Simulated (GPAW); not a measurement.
Crystal: WC (Qusongite).

```
W C
1.0
     2.90650    0.00000    0.00000
    -1.45325    2.51710    0.00000
     0.00000    0.00000    2.83660
W C
1 1
Direct
  0.00000 0.00000 0.00000
  0.66667 0.33333 0.50000
```

Program: GPAW 26.7.0. Alike in all runs: no spin polarisation; cell as given; cutoff (eV) 800.

Question: Order these runs on this cell by their pressure, lowest first.
A. level LDA; potentials or basis JTH PAW 2.0, LDA, pw; k mesh 7 × 7 × 7; smearing fermi-dirac 0.05 eV; band path GMKGALHA,LM,KH; band points 100; data set C jth, W jth
B. level PBE; potentials or basis GPAW PAW data sets (gpaw-data 1.2.1), pw; k mesh 10 × 10 × 9; smearing gaussian 0.019 eV
C. level PBEsol; potentials or basis PAW data sets generated in the run's folder for this functional, pw; k mesh 10 × 10 × 9; smearing fermi-dirac 0.05 eV
D. level r2SCAN; potentials or basis GPAW PAW data sets (gpaw-data 1.2.1), pw; k mesh 10 × 10 × 9; smearing fermi-dirac 0.05 eV; band path GMKGALHA,LM,KH; band points 80

Answer: A (-9.6 GPa), C (-4.0 GPa), D (0.9 GPa), B (5.4 GPa).

Caveats: the program truncates these outside data sets (some runs); the PAW data sets were made with another functional, which shifts forces and pressure a little (some runs).

Not every run made on this cell is shown here.
